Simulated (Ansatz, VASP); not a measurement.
# Si26C27 (V_Si): VASP beside Ansatz, part 2 of 2

Aim: how closely do two programs agree when they are given the same cell, functional and k mesh? The cell is taken from a series of runs on this material, whose earlier steps may have relaxed, scaled, displaced or heated it; both programs get it as it stands.

VASP 6.6.1 and Ansatz 0.2.0.

So far: The structure; VASP: single point, r2SCAN, pair 1; Ansatz: single point, r2SCAN, pair 1; Side by side.

### Step 5. Ansatz: single point, r2SCAN, pair 2

Level of this step: Ansatz beside VASP: Kohn-Sham DFT, plane waves, r2SCAN (Ansatz).

A single point takes one fixed geometry, so differences don't come from the geometry; what else differs is listed under the comparison.

The cell is taken from a series of runs on this material, whose earlier steps may have relaxed, scaled, displaced or heated it; both programs get it as it stands.

The input, input.yaml:

```yaml
crystal:
  checkpoint: "../qm2.relax_smeared.run"
  host: checkpoint
basis:
  ecutwfc: 500
  xc_grid: 2
hamiltonian:
  xc: r2scan
  pseudopotentials: { kind: paw, azcp: { folder: soft_1 } }
kpoints:
  mp_grid: { grid: [2, 2, 2], shift: [0.5, 0.5, 0.5] }
scf:
  occupations: { method: fermi_dirac, width: 0.01 }
  max_iter: 60
output:
  forces: true
  eigenvalues: true
  charged_corrections: { defect_position: [0.333333, 0.666667, 0.666667] }
checkpoint:
  read: "../qm2.relax_smeared.run"
  write: "../qm2.point_neutral.run"
  compress: false
  write_wavefunctions: false
  write_every: 100000
```

Run with:

```
$ ansatz run input.yaml --threads 8 --pin off --max-ram 15073MiB --backend cpu --events-out ev --progress --plain --runs-dir out
```

Numbers of over 12 decimals in the logs are rounded to 6 here.

What it wrote:

```text
checkpoint.read: the saved state was converged at a total charge of -2 e, and this run's is 0 e: a saved density that it takes is scaled to its electron count
[...]
Crystal: 53 atoms, lattice volume = 609.897 Å³
Basis set: ecut = 500 eV, 15473 PW (Γ), exchange–correlation on 144×144×144 points (8 copies of the dense FFT grid, shifted against one another)
Bands: 159, of which v1, the nominal top of the filled ones, is band 106 counted from 1 (105 counted from 0)
Symmetry: 1 space group operations
[...]
atom  52  Si    -1.29707861     0.46036424     0.46646738
  atom  53  C      0.64802244    -0.04424239    -0.04491364
  max |Σ_I F_I| component: 4.95e-3 eV/Å
--- Band table (eV) ---
  k-point 0: bands = [... 102 lower, 7.2141, 7.7076, 7.7078, 8.3038, 8.6684, 8.6696, 10.8766, 10.8773, ... 49 higher]
  k-point 1: bands = [... 102 lower, 7.2119, 7.3554, 7.5708, 7.8437, 8.5405, 8.6200, 10.3380, 11.4381, ... 49 higher]
  k-point 2: bands = [... 102 lower, 7.2116, 7.3551, 7.5707, 7.8436, 8.5404, 8.6201, 10.3380, 11.4387, ... 49 higher]
  k-point 3: bands = [... 102 lower, 7.2120, 7.3557, 7.5711, 7.8447, 8.5411, 8.6188, 10.3380, 11.4376, ... 49 higher]
[key lines of the parts left out:]
SCF converged after 11 iterations
```

### Step 6. VASP: single point, r2SCAN, pair 2

The same cell, functional, mesh and smearing now go to VASP, with its own data sets.

The input, INCAR:

```
SYSTEM = Si26C27
PREC = Accurate
ENCUT = 580
EDIFF = 1E-06
NELM = 120
ISMEAR = -1
SIGMA = 0.01
LREAL = Auto
ALGO = Normal
METAGGA = R2SCAN
LASPH = .TRUE.
NBANDS = 144
LORBIT = 11
LWAVE = .FALSE.
LCHARG = .FALSE.
ISIF = 2
ISYM = 0
GGA_COMPAT = .FALSE.
EFERMI = MIDGAP
LMIXTAU = .TRUE.
KPAR = 4
```

The input, POSCAR:

```
Si26C27
1.0
    0.0000000000      6.7309353901      6.7309353901
    6.7309353901      0.0000000000      6.7309353901
    6.7309353901      6.7309353901      0.0000000000
Si C
26 27
Direct
    0.0009544346      0.9986498375      0.9988650287
    0.0008158062      0.9987960476      0.3336075005
    0.0017841169      0.9950681110      0.6677219746
    0.0008756483      0.3334632914      0.9989425371
    0.9999072726      0.3326743973      0.3327818869
    0.9999539840      0.3323696683      0.6671410210
    0.0017727959      0.6676530802      0.9951446447
    0.9998504454      0.6669252916      0.3325725025
    0.0010494977      0.6677425484      0.6678076994
    0.3351368250      0.9988237018      0.9990061945
    0.3349700206      0.9950940461      0.3346223017
    0.3360608228      0.9935524101      0.6687027685
    0.3350961589      0.3344527225      0.9953054129
    0.3343619117      0.3324393495      0.3327479371
    0.3351994608      0.3336841373      0.6680826336
    0.3360324378      0.6683370624      0.9938934614
    0.3350568239      0.6678875360      0.3338484291
    0.6664061118      0.9990254063      0.9992145002
    0.6661251426      0.9986887229      0.3337091019
    0.6661977858      0.9988160139      0.6679082900
    0.6661794237      0.3334332583      0.9989698660
    0.6661216157      0.3334988625      0.3337044260
    0.6623785957      0.3344893629      0.6679783278
    0.6661937760      0.6677233842      0.9990080428
    0.6622682486      0.6677800366      0.3346364792
    0.6611667775      0.6683352932      0.6686899712
    0.0835578114      0.0828059304      0.0829648239
    0.0836192115      0.0827151401      0.4164274770
    0.0839260060      0.0823494932      0.7496203194
    0.0836985536      0.4163413994      0.0827788475
    0.0835562650      0.4161268765      0.4163502667
    0.0837022718      0.4162693678      0.7495664794
    0.0838819429      0.7494071504      0.0825631072
    0.0835963977      0.7494125964      0.4163652569
    0.0555427842      0.7586954187      0.7586048841
    0.4162601023      0.0834868060      0.0836516556
    0.4168830859      0.0824661196      0.4166276712
    0.4159735001      0.0838084978      0.7487681328
    0.4169290972      0.4163104555      0.0828350751
    0.4167427521      0.4163543785      0.4165663531
    0.4260374578      0.3885152407      0.7590834176
    0.4159691406      0.7485878407      0.0839726188
    0.4257631814      0.7588896539      0.3885419560
    0.4263638384      0.7583101277      0.7588963369
    0.7502687013      0.0827720533      0.0830435090
    0.7501867422      0.0828430050      0.4163352149
    0.7508206235      0.0834894094      0.7490514689
    0.7502216862      0.4161495082      0.0830483442
    0.7498804333      0.4164045715      0.4165687740
    0.7500385863      0.4163045259      0.7497065780
    0.7508067417      0.7488803017      0.0836553960
    0.7498911167      0.7494433425      0.4165731674
    0.7511372242      0.7485828136      0.7487659884
```

The input, KPOINTS:

```
Points of the shifted mesh
8
Reciprocal
 0.2500000000  0.2500000000  0.2500000000 1
 0.2500000000  0.2500000000  0.7500000000 1
 0.2500000000  0.7500000000  0.2500000000 1
 0.2500000000  0.7500000000  0.7500000000 1
 0.7500000000  0.2500000000  0.2500000000 1
 0.7500000000  0.2500000000  0.7500000000 1
 0.7500000000  0.7500000000  0.2500000000 1
 0.7500000000  0.7500000000  0.7500000000 1
```

PAW data sets: Si and C (PBE family, release 64).

Run with:

```
$ mpirun -np 8 vasp_std
```

What it wrote:

```text
[banner, memory and clock lines left out]
running    8 mpi-ranks, on    1 nodes
[...]
[... a notice as in an earlier step ...]

 [... a notice as in an earlier step ...]

 LDA part: xc-table for (None), standard interpolation
 POSCAR, INCAR and KPOINTS ok, starting setup
[...]
entering main loop
       N       E                     dE             d eps       ncg     rms          rms(c)
DAV:   1     0.580333284108E+03    0.58033E+03   -0.10463E+05  2304   0.148E+03
DAV:   2    -0.492476032167E+03   -0.10728E+04   -0.10166E+04  2816   0.246E+02
DAV:   3    -0.573795853477E+03   -0.81320E+02   -0.80086E+02  2752   0.627E+01
DAV:   4    -0.576046690282E+03   -0.22508E+01   -0.22399E+01  2848   0.112E+01
[...]
DAV:  22    -0.502276820174E+03   -0.50316E-05   -0.11171E-06  1480   0.326E-03    0.275E-02
DAV:  23    -0.502276824253E+03   -0.40795E-05   -0.50675E-06  2536   0.676E-03    0.758E-03
DAV:  24    -0.502276824969E+03   -0.71598E-06   -0.63328E-07  1344   0.243E-03
   1 F= -.50227682E+03 E0= -.50227682E+03  d E =-.162977E-05
```

OUTCAR, selected parts (step 6):

```text
  Total      -59.2196480    -59.2285438    -59.2341427      0.2417881      0.2811556      0.2223418
  in kB     -155.5679549   -155.5913241   -155.6060322      0.6351690      0.7385859      0.5840843
  external PRESSURE =    -155.5884371 kB  Pullay stress =       0.0000000 kB

 POSITION                                       TOTAL-FORCE (eV/Angst)
 -----------------------------------------------------------------------------------
     13.44514      6.72972      6.72827         0.210176      0.000144      0.001076
      8.96832      2.25098      6.72832         0.005494     -0.179441      0.006888
     11.19213      4.50640      6.70975         0.354654     -0.359833      1.098202
      8.96834      6.72971      2.25041         0.006662      0.005131     -0.178029
      4.47914      8.97024      8.96952         0.153406      0.154257      0.155361
      6.72764     11.22111      8.96778        -0.159546     -0.153456      0.182165
     11.19218      6.71019      4.50586         0.344391      1.090322     -0.356945
      6.72756      8.96845     11.21896        -0.159059      0.180973     -0.154711
      8.98950      4.50203      4.50160        -1.142503     -0.341902     -0.347369
     13.44726      8.98003      8.97880         0.300177     -0.247969     -0.245870
      8.95023      4.50698      8.95258         1.110368     -0.375688      0.361967
     11.18853      6.76300      8.94954         0.440737     -1.275115      0.431649
      8.95052      8.95485      4.50669         1.108354      0.355155     -0.381558
      4.47733      4.49027      4.48820         0.181927     -0.155309     -0.158568
[...]
-----------------------------------------------------------------------------------
    total drift:                               -0.010572      0.000455      0.001804

  FREE ENERGIE OF THE ION-ELECTRON SYSTEM (eV)
  ---------------------------------------------------
  free  energy   TOTEN  =      -502.2768249690 eV

  energy  without entropy=     -502.2768233393  energy(sigma->0) =     -502.27682415

[... 2 parts as in an earlier step ...]
```

The run ends at a pressure of -15.56 GPa, with forces up to 1.4 eV/Å.

### Step 7. Comparison

Compared:

```tsv
quantity	Ansatz	VASP	difference
gap on the k mesh (eV)	0.237	0.236	0.000
```

Forces on 7 of the 53 atoms, those with the largest forces and the largest differences (eV/Å; atoms numbered as in POSCAR):

```tsv
atom	Ansatz x, y, z	VASP x, y, z
Si9	-1.148, -0.344, -0.350	-1.143, -0.342, -0.347
Si11	1.118, -0.379, 0.365	1.110, -0.376, 0.362
Si12	0.445, -1.283, 0.437	0.441, -1.275, 0.432
Si13	1.116, 0.357, -0.384	1.108, 0.355, -0.382
Si16	0.459, 0.446, -1.290	0.455, 0.441, -1.282
Si17	-0.348, -0.337, -1.150	-0.346, -0.337, -1.143
Si26	-1.297, 0.460, 0.466	-1.289, 0.455, 0.461
```

The forces differ by 2.6 meV/Å r.m.s., which is 0.7 % of the r.m.s. force of 0.395 eV/Å (both taken over all components). A gap on the mesh is an upper bound, since the band edges may lie between its points.

### Step 8. What came out

* difference in gap on the k mesh (single point, r2SCAN, pair 1): -0.010 eV
* r.m.s. force difference (single point, r2SCAN, pair 2): 0.67 % of the r.m.s. force

The r.m.s. force difference is 0.67 % of the r.m.s. force (single point, r2SCAN, pair 2), within the 3 % picked in this series as the mark of a large difference. How closely two codes agree says nothing of how well the functional describes the real material.

[Lines on the potential files, build, host, timing and source positions are cut from VASP's logs without a mark.]

[Logs are printed without paths, hosts, clocks, repeated set-up lines and the standing remarks that a program may print on its own settings, such as how far it seeks lower states.]

[Hosts, paths, dates, database ids (printed as entryN), source tags and the programs' standing remarks are cut or masked in the printed files.]
